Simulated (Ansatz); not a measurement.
## Profile along the Br–Na line in NaBr (rock salt)

NaBr (rock salt)

Space group Fm-3m (No. 225); a = b = c = 6.0360 Å, α = β = γ = 90.00°

| atom | site | symmetry | x | y | z |
|---|---|---|---|---|---|
| Br | 4a | m-3m | 0.0000 | 0.0000 | 0.0000 |
| Na | 4b | m-3m | 0.5000 | 0.5000 | 0.5000 |
(The calculation used a cell of 2 atoms; values per cell refer to that cell.)

Fields along a shortest Br–Na line of a {100} plane (3.02 Å), from Br to Na, interpolated on the slice's grid (step about 0.2 Å). Calculation: PBE (plane waves to 420 eV, PAW, scalar-relativistic; Ansatz, a first-principles code). k mesh 10×10×10. Inside the PAW spheres the values are not all-electron values, and peaks at nuclei hang on which shells count as valence. NaBr was relaxed with its symmetry unable to fall.

```json
[
 {"distance from Br (Å)": "0.00", "valence electron density (e/Å³)": "0.06", "electron localisation function": "x"},
 {"distance from Br (Å)": "0.15", "valence electron density (e/Å³)": "0.17", "electron localisation function": "x"},
 {"distance from Br (Å)": "0.30", "valence electron density (e/Å³)": "0.52", "electron localisation function": "x"},
 {"distance from Br (Å)": "0.45", "valence electron density (e/Å³)": "0.95", "electron localisation function": "x"},
 {"distance from Br (Å)": "0.60", "valence electron density (e/Å³)": "1.18", "electron localisation function": "0.67"},
 {"distance from Br (Å)": "0.76", "valence electron density (e/Å³)": "1.08", "electron localisation function": "0.86"},
 {"distance from Br (Å)": "0.91", "valence electron density (e/Å³)": "0.80", "electron localisation function": "0.89"},
 {"distance from Br (Å)": "1.06", "valence electron density (e/Å³)": "0.52", "electron localisation function": "0.87"},
 {"distance from Br (Å)": "1.21", "valence electron density (e/Å³)": "0.32", "electron localisation function": "0.82"},
 {"distance from Br (Å)": "1.36", "valence electron density (e/Å³)": "0.20", "electron localisation function": "0.75"},
 {"distance from Br (Å)": "1.51", "valence electron density (e/Å³)": "0.12", "electron localisation function": "0.53"},
 {"distance from Br (Å)": "1.66", "valence electron density (e/Å³)": "0.08", "electron localisation function": "0.17"},
 {"distance from Br (Å)": "1.81", "valence electron density (e/Å³)": "0.07", "electron localisation function": "0.02"},
 {"distance from Br (Å)": "1.96", "valence electron density (e/Å³)": "0.08", "electron localisation function": "0.02"},
 {"distance from Br (Å)": "2.11", "valence electron density (e/Å³)": "0.17", "electron localisation function": "0.13"},
 {"distance from Br (Å)": "2.27", "valence electron density (e/Å³)": "0.49", "electron localisation function": "0.46"},
 {"distance from Br (Å)": "2.42", "valence electron density (e/Å³)": "2.02", "electron localisation function": "0.62"},
 {"distance from Br (Å)": "2.57", "valence electron density (e/Å³)": "6.60", "electron localisation function": "x"},
 {"distance from Br (Å)": "2.72", "valence electron density (e/Å³)": "13.15", "electron localisation function": "x"},
 {"distance from Br (Å)": "2.87", "valence electron density (e/Å³)": "18.70", "electron localisation function": "x"},
 {"distance from Br (Å)": "3.02", "valence electron density (e/Å³)": "20.76", "electron localisation function": "x"}
]
```

x: too close to a nucleus for the ELF to mean much.

Density on the Br–Na line (3.02 Å) at its density minimum, 1.8 Å from Br: 0.07 e/Å³. ELF at that point: 0.0. Character of the Br–Na contact (rough rule: ELF there above 0.7 covalent, below 0.2 ionic, polar between): closed-shell (ionic).
